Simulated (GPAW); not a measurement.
# CuO (P6_3/mmc) in GPAW: relaxation of cell and atoms with r2SCAN+D4

Aim: the relaxation of cell and atoms of CuO with r2SCAN+D4.

Everything below comes from runs of GPAW 26.7.0. Logs are shortened: lines on timing, memory, paths and dates and some standing lists are left out, and cuts for length are marked. The log counts tension as positive stress, the text compression.

**1. The structure**

Symmetry: P6_3/mmc, No. 194, hexagonal system. The conventional cell has a = 3.180 Å, b = 3.180 Å, c = 4.431 Å, α = 90.00°, β = 90.00°, γ = 120.00°. Cu (site symmetry -3m) is surrounded by 6 O at 2.14 Å and 2 Cu at 2.22 Å. Around O (site symmetry -6m2) lie 6 Cu at 2.14 Å.

Measurements of this composition are mostly on another form, of space group No. 15.

**2. Relaxation of cell and atoms, r2SCAN+D4, target pressure 1 GPa, at which the enthalpy is minimised**

Contents of run.py:

```python
from ase.calculators.mixing import SumCalculator
from ase.filters import FrechetCellFilter
from ase.io import read, write
from ase.optimize import LBFGS
from ase.units import GPa
from dftd4.ase import DFTD4
from gpaw import GPAW, PW

atoms = read('CuO.cif')

calc = GPAW(mode=PW(800),
            xc='MGGA_X_R2SCAN+MGGA_C_R2SCAN',
            kpts={'size': (6, 6, 4), 'gamma': True},
            occupations={'name': 'fermi-dirac', 'width': 0.05},
            nbands=33,
            convergence={'density': 1e-05, 'energy': 1e-05},
            maxiter=150,
            txt='gpaw.txt')
atoms.calc = SumCalculator([calc, DFTD4(method='r2scan')])
opt = LBFGS(FrechetCellFilter(atoms, scalar_pressure=1 * GPa), trajectory='relax.traj', logfile='-')
done = opt.run(fmax=0.02, steps=60)
calc.write('gs.gpw')
write('result.traj', atoms)
print('Converged:', done)
print('Cell:', atoms.cell.cellpar().round(4))
print('Volume:', round(atoms.get_volume(), 4))
print(atoms.get_scaled_positions().round(5))
```

Contents of CuO.cif:

```cif
data_CuO
_cell_length_a 3.17953310
_cell_length_b 3.17953310
_cell_length_c 4.43149073
_cell_angle_alpha 90.00000000
_cell_angle_beta 90.00000000
_cell_angle_gamma 120.00000000
_space_group_name_H-M_alt 'P6_3/mmc'
_space_group_name_Hall '-P 6c 2c'
_space_group_IT_number 194
loop_
_space_group_symop_operation_xyz
'x,y,z'
'-x,-y,-z'
'x-y,x,z+1/2'
'-x+y,-x,-z+1/2'
'-y,x-y,z'
'y,-x+y,-z'
'-x,-y,z+1/2'
'x,y,-z+1/2'
'-x+y,-x,z'
'x-y,x,-z'
'y,-x+y,z+1/2'
'-y,x-y,-z+1/2'
'-y,-x,-z+1/2'
'y,x,z+1/2'
'-x,-x+y,-z'
'x,x-y,z'
'-x+y,y,-z+1/2'
'x-y,-y,z+1/2'
'y,x,-z'
'-y,-x,z'
'x,x-y,-z+1/2'
'-x,-x+y,z+1/2'
'x-y,-y,-z'
'-x+y,y,z'
loop_
_atom_site_label
_atom_site_type_symbol
_atom_site_symmetry_multiplicity
_atom_site_Wyckoff_symbol
_atom_site_fract_x
_atom_site_fract_y
_atom_site_fract_z
_atom_site_occupancy
Cu1 Cu 2 a 0.0000000000 0.0000000000 0.0000000000 1
O1 O 2 c 0.3333333333 0.6666666667 0.2500000000 1
```

Potentials or basis: GPAW PAW data sets (gpaw-data 1.2.1), pw.

Launch:

```console
$ OMP_NUM_THREADS=1 python run.py
```

gpaw.txt:

```text
__  _  _
 | _ |_)|_||  |
 |__||  | ||/\| - 26.7.0

Input parameters:
  mode=PW(ecut=800.0),
  convergence={'density': 1e-05, 'energy': 1e-05},
  kpts=MonkhorstPack(size=(6, 6, 4), gamma=True),
  maxiter=150,
  nbands=33,
  occupations=Occupations(name='fermi-dirac', width=0.05),
  xc=XC(name='MGGA_X_R2SCAN+MGGA_C_R2SCAN')

Diagonalizing LCAO Hamiltonian
Converting LCAO to pw mode

            O

       Cu
         O

       Cu

Atoms  # Å, Bohr magnetons
|   | symbol |         x |        y |        z |    initial magnetic moments |
|---|--------|-----------|----------|----------|-----------------------------|
| 0 |     Cu |  0.000000 | 0.000000 | 0.000000 | ( 0.0000,  0.0000,  0.0000) |
| 1 |     Cu |  0.000000 | 0.000000 | 2.215745 | ( 0.0000,  0.0000,  0.0000) |
| 2 |      O | -0.000000 | 1.835704 | 1.107873 | ( 0.0000,  0.0000,  0.0000) |
| 3 |      O |  1.589767 | 0.917852 | 3.323618 | ( 0.0000,  0.0000,  0.0000) |

Unit cell  # Å
| periodic |         x |        y |        z |  lengths |     angles |
|----------|-----------|----------|----------|----------|------------|
|      yes |  3.179533 | 0.000000 | 0.000000 | 3.179533 |  90.000000 |
|      yes | -1.589767 | 2.753556 | 0.000000 | 3.179533 |  90.000000 |
|      yes |  0.000000 | 0.000000 | 4.431491 | 4.431491 | 120.000000 |

Number of symmetries: 12
Symmetry operations  # r_c * U_cc + t_c -> r_c
|    | kind |            matrix            |
|----|------|------------------------------|
|  0 |  σ   |  1, 1, 0,  0,-1, 0,  0, 0, 1 |
|  1 |  S6  |  1, 1, 0, -1, 0, 0,  0, 0,-1 |
|  2 |  E   |  1, 0, 0,  0, 1, 0,  0, 0, 1 |
|  3 |  C2  |  1, 0, 0, -1,-1, 0,  0, 0,-1 |
|  4 |  C2  |  0, 1, 0,  1, 0, 0,  0, 0,-1 |
|  5 |  C3  |  0, 1, 0, -1,-1, 0,  0, 0, 1 |
|  6 |  S6  |  0,-1, 0,  1, 1, 0,  0, 0,-1 |
|  7 |  σ   |  0,-1, 0, -1, 0, 0,  0, 0, 1 |
|  8 |  σ   | -1, 0, 0,  1, 1, 0,  0, 0, 1 |
|  9 |  i   | -1, 0, 0,  0,-1, 0,  0, 0,-1 |
| 10 |  C3  | -1,-1, 0,  1, 0, 0,  0, 0, 1 |
| 11 |  C2  | -1,-1, 0,  0, 1, 0,  0, 0,-1 |

BZ-sampling:
  Number of BZ points: 144
  Number of IBZ points: 24

  Monkhorst-Pack size: [6, 6, 4]
  Monkhorst-Pack shift: [0.08333333333333333, 0.08333333333333333, 0.125]
[... 194 lines left out ...]
Forces  # eV/Ang
|        x |        y |        z |
|----------|----------|----------|
|  0.00000 | -0.00000 |  0.00000 |  # Cu   0
| -0.00000 |  0.00000 |  0.00000 |  # Cu   1
| -0.00000 |  0.00000 | -0.00013 |  # O    2
|  0.00000 |  0.00000 |  0.00013 |  # O    3

Interpolating wave functions to new cell

            O

       Cu
         O

       Cu

Atoms  # Å, Bohr magnetons
|   | symbol |         x |         y |        z |    initial magnetic moments |
|---|--------|-----------|-----------|----------|-----------------------------|
| 0 |     Cu | -0.000000 |  0.000000 | 0.000000 | ( 0.0000,  0.0000,  0.0000) |
| 1 |     Cu |  0.000000 | -0.000000 | 2.230512 | ( 0.0000,  0.0000,  0.0000) |
| 2 |      O | -0.000000 |  1.828245 | 1.115254 | ( 0.0000,  0.0000,  0.0000) |
| 3 |      O |  1.583307 |  0.914123 | 3.345770 | ( 0.0000,  0.0000,  0.0000) |

Unit cell  # Å
| periodic |         x |         y |         z |  lengths |     angles |
|----------|-----------|-----------|-----------|----------|------------|
|      yes |  3.166613 | -0.000000 |  0.000000 | 3.166613 |  90.000000 |
|      yes | -1.583307 |  2.742368 | -0.000000 | 3.166613 |  90.000000 |
|      yes |  0.000000 |  0.000000 |  4.461025 | 4.461025 | 120.000000 |

Number of symmetries: 12
Symmetry operations  # r_c * U_cc + t_c -> r_c
|    | kind |            matrix            |
|----|------|------------------------------|
|  0 |  σ   |  1, 1, 0,  0,-1, 0,  0, 0, 1 |
|  1 |  S6  |  1, 1, 0, -1, 0, 0,  0, 0,-1 |
|  2 |  E   |  1, 0, 0,  0, 1, 0,  0, 0, 1 |
|  3 |  C2  |  1, 0, 0, -1,-1, 0,  0, 0,-1 |
|  4 |  C2  |  0, 1, 0,  1, 0, 0,  0, 0,-1 |
|  5 |  C3  |  0, 1, 0, -1,-1, 0,  0, 0, 1 |
|  6 |  S6  |  0,-1, 0,  1, 1, 0,  0, 0,-1 |
|  7 |  σ   |  0,-1, 0, -1, 0, 0,  0, 0, 1 |
|  8 |  σ   | -1, 0, 0,  1, 1, 0,  0, 0, 1 |
|  9 |  i   | -1, 0, 0,  0,-1, 0,  0, 0,-1 |
| 10 |  C3  | -1,-1, 0,  1, 0, 0,  0, 0, 1 |
| 11 |  C2  | -1,-1, 0,  0, 1, 0,  0, 0,-1 |

BZ-sampling:
  Number of BZ points: 144
  Number of IBZ points: 24

  Monkhorst-Pack size: [6, 6, 4]
  Monkhorst-Pack shift: [0.08333333333333333, 0.08333333333333333, 0.125]
[... 167 lines left out ...]
|          8 |         3.709 |     2.000 |
|          9 |         3.709 |     2.000 |
|         10 |         4.063 |     2.000 |
|         11 |         4.063 |     2.000 |
|         12 |         4.563 |     2.000 |
|         13 |         4.788 |     2.000 |
[... 8 lines left out ...]
|         22 |        19.502 |     0.000 |
|         23 |        24.812 |     0.000 |
|        ... |               |           |
|         32 |        31.783 |     0.000 |

No gap
No difference between direct/indirect transitions

Stress tensor  # eV/Ang^3
|        x |        y |         z |
|----------|----------|-----------|
| 0.096909 | 0.000000 |  0.000000 |
| 0.000000 | 0.096909 |  0.000000 |
| 0.000000 | 0.000000 | -0.193127 |

Forces  # eV/Ang
|        x |        y |        z |
|----------|----------|----------|
|  0.00000 |  0.00000 |  0.00000 |  # Cu   0
|  0.00000 |  0.00000 |  0.00000 |  # Cu   1
|  0.00000 | -0.00000 |  0.00004 |  # O    2
| -0.00000 |  0.00000 | -0.00004 |  # O    3

Interpolating wave functions to new cell

            O

       Cu
         O

       Cu

Atoms  # Å, Bohr magnetons
|   | symbol |         x |        y |         z |    initial magnetic moments |
|---|--------|-----------|----------|-----------|-----------------------------|
| 0 |     Cu | -0.000000 | 0.000000 | -0.000000 | ( 0.0000,  0.0000,  0.0000) |
| 1 |     Cu |  0.000000 | 0.000000 |  2.344873 | ( 0.0000,  0.0000,  0.0000) |
| 2 |      O | -0.000000 | 1.771278 |  1.172440 | ( 0.0000,  0.0000,  0.0000) |
| 3 |      O |  1.533972 | 0.885639 |  3.517306 | ( 0.0000,  0.0000,  0.0000) |

Unit cell  # Å
| periodic |         x |         y |         z |  lengths |     angles |
|----------|-----------|-----------|-----------|----------|------------|
|      yes |  3.067944 | -0.000000 | -0.000000 | 3.067944 |  90.000000 |
|      yes | -1.533972 |  2.656917 |  0.000000 | 3.067944 |  90.000000 |
|      yes | -0.000000 |  0.000000 |  4.689746 | 4.689746 | 120.000000 |

Number of symmetries: 12
Symmetry operations  # r_c * U_cc + t_c -> r_c
|    | kind |            matrix            |
|----|------|------------------------------|
|  0 |  σ   |  1, 1, 0,  0,-1, 0,  0, 0, 1 |
|  1 |  S6  |  1, 1, 0, -1, 0, 0,  0, 0,-1 |
|  2 |  E   |  1, 0, 0,  0, 1, 0,  0, 0, 1 |
|  3 |  C2  |  1, 0, 0, -1,-1, 0,  0, 0,-1 |
|  4 |  C2  |  0, 1, 0,  1, 0, 0,  0, 0,-1 |
|  5 |  C3  |  0, 1, 0, -1,-1, 0,  0, 0, 1 |
|  6 |  S6  |  0,-1, 0,  1, 1, 0,  0, 0,-1 |
|  7 |  σ   |  0,-1, 0, -1, 0, 0,  0, 0, 1 |
|  8 |  σ   | -1, 0, 0,  1, 1, 0,  0, 0, 1 |
|  9 |  i   | -1, 0, 0,  0,-1, 0,  0, 0,-1 |
| 10 |  C3  | -1,-1, 0,  1, 0, 0,  0, 0, 1 |
| 11 |  C2  | -1,-1, 0,  0, 1, 0,  0, 0,-1 |

BZ-sampling:
  Number of BZ points: 144
  Number of IBZ points: 24

  Monkhorst-Pack size: [6, 6, 4]
  Monkhorst-Pack shift: [0.08333333333333333, 0.08333333333333333, 0.125]
[... 188 lines left out ...]
Stress tensor  # eV/Ang^3
|         x |         y |         z |
|-----------|-----------|-----------|
|  0.056376 |  0.000000 | -0.000000 |
|  0.000000 |  0.056376 | -0.000000 |
| -0.000000 | -0.000000 | -0.105020 |

Forces  # eV/Ang
|        x |        y |        z |
|----------|----------|----------|
| -0.00000 |  0.00000 |  0.00000 |  # Cu   0
| -0.00000 |  0.00000 |  0.00000 |  # Cu   1
|  0.00000 | -0.00000 | -0.00007 |  # O    2
| -0.00000 |  0.00000 |  0.00007 |  # O    3

Diagonalizing LCAO Hamiltonian
Converting LCAO to pw mode

           O

       Cu
        O

       Cu

Atoms  # Å, Bohr magnetons
|   | symbol |         x |        y |         z |    initial magnetic moments |
|---|--------|-----------|----------|-----------|-----------------------------|
| 0 |     Cu |  0.000000 | 0.000000 | -0.000000 | ( 0.0000,  0.0000,  0.0000) |
| 1 |     Cu | -0.000000 | 0.000000 |  2.465097 | ( 0.0000,  0.0000,  0.0000) |
| 2 |      O | -0.000000 | 1.714445 |  1.232555 | ( 0.0000,  0.0000,  0.0000) |
| 3 |      O |  1.484753 | 0.857222 |  3.697640 | ( 0.0000,  0.0000,  0.0000) |

Unit cell  # Å
| periodic |         x |         y |         z |  lengths |     angles |
|----------|-----------|-----------|-----------|----------|------------|
|      yes |  2.969506 | -0.000000 | -0.000000 | 2.969506 |  90.000000 |
|      yes | -1.484753 |  2.571667 |  0.000000 | 2.969506 |  90.000000 |
|      yes | -0.000000 |  0.000000 |  4.930195 | 4.930195 | 120.000000 |
[... 181 lines left out ...]
|          8 |         4.270 |     2.000 |
|          9 |         4.375 |     2.000 |
|         10 |         4.375 |     2.000 |
|         11 |         4.422 |     2.000 |
|         12 |         4.422 |     2.000 |
|         13 |         5.094 |     2.000 |
[... 8 lines left out ...]
|         22 |        22.243 |     0.000 |
|         23 |        25.588 |     0.000 |
|        ... |               |           |
|         32 |        30.283 |     0.000 |

No gap
No difference between direct/indirect transitions

Stress tensor  # eV/Ang^3
|        x |         y |         z |
|----------|-----------|-----------|
| 0.015086 |  0.000047 |  0.000001 |
| 0.000047 |  0.015141 | -0.000000 |
| 0.000001 | -0.000000 | -0.039431 |

Forces  # eV/Ang
|        x |        y |        z |
|----------|----------|----------|
|  0.00000 |  0.00000 |  0.00000 |  # Cu   0
|  0.00000 |  0.00000 |  0.00000 |  # Cu   1
|  0.00045 | -0.00026 |  0.00014 |  # O    2
| -0.00045 |  0.00026 | -0.00014 |  # O    3

Interpolating wave functions to new cell

           O

       Cu
        O
[... 1191 lines left out ...]
Stress tensor  # eV/Ang^3
|         x |         y |         z |
|-----------|-----------|-----------|
| -0.016323 |  0.000041 |  0.000001 |
|  0.000041 | -0.016276 | -0.000001 |
|  0.000001 | -0.000001 | -0.015510 |

Forces  # eV/Ang
|        x |        y |        z |
|----------|----------|----------|
|  0.00000 |  0.00000 |  0.00000 |  # Cu   0
|  0.00000 |  0.00000 |  0.00000 |  # Cu   1
|  0.00049 | -0.00028 | -0.00003 |  # O    2
| -0.00049 |  0.00028 |  0.00003 |  # O    3

# Writing to gs.gpw (mode='')
```

It took 22 min on 1 thread of Arm Neoverse V2, shared host; peak memory 1 GiB.

What came out:

```
Free energy                                            : -34.4264 eV
Relaxed volume                                         : 9.27 Å³/atom
Relaxed cell                                           : a = 2.908 Å, b = 2.908 Å, c = 5.065 Å, α = 90.00°, β = 90.00°, γ = 120.00°
Space group after relaxing (to 0.05 Å)                 : P6_3/mmc (No. 194)
Energy change on relaxing (the enthalpy is what falls) : -203.3 meV/atom
Ionic steps                                            : 9
Pressure after relaxing                                : 1.0 GPa
Band gap on the k mesh                                 : none (metal or under the smearing width)
Dispersion energy per atom                             : -0.127 eV
```

The path:
```
step  energy change (eV)  largest force (eV/Å)  pressure (GPa)  volume (Å³)
   1              0.0000                0.0001           -1.31        38.80
   2             -0.0834                0.0000           -1.53        38.74
   3             -0.5567                0.0001           -1.93        38.23
   4             -0.7833                0.0005           -1.05        37.65
   5             -0.8144                0.0007           -0.22        37.31
   6             -0.8142                0.0008            0.02        37.25
   7             -0.8139                0.0008            0.23        37.21
   8             -0.8132                0.0004            0.84        37.10
   9             -0.8130                0.0006            0.99        37.08
```

Final structure:
```
Cu O
1.0
     2.90758   -0.00005    0.00000
    -1.45383    2.51802    0.00000
     0.00000    0.00000    5.06473
Cu O
2 2
Direct
  0.00000 0.00000 0.00000
  0.00000 0.00000 0.50000
  0.33335 0.66665 0.25002
  0.66665 0.33335 0.74998
```

Caveat: the k mesh is coarse (spacing up to 0.38 Å⁻¹), so the values aren't converged; with this Cu data set, volumes or pressures lay over 1.5 % or 2 GPa off other programs in two to four cells of ten; later steps reuse the first step's grids; the PAW data sets were made with another functional, which shifts forces and pressure a little; the run has no spin polarisation, though such a crystal can be magnetic; semilocal functionals often make such compounds metallic where correlation or magnetic order opens a gap, which also shifts bond lengths; pairwise dispersion overbinds metals, which lowers pressure and volume.
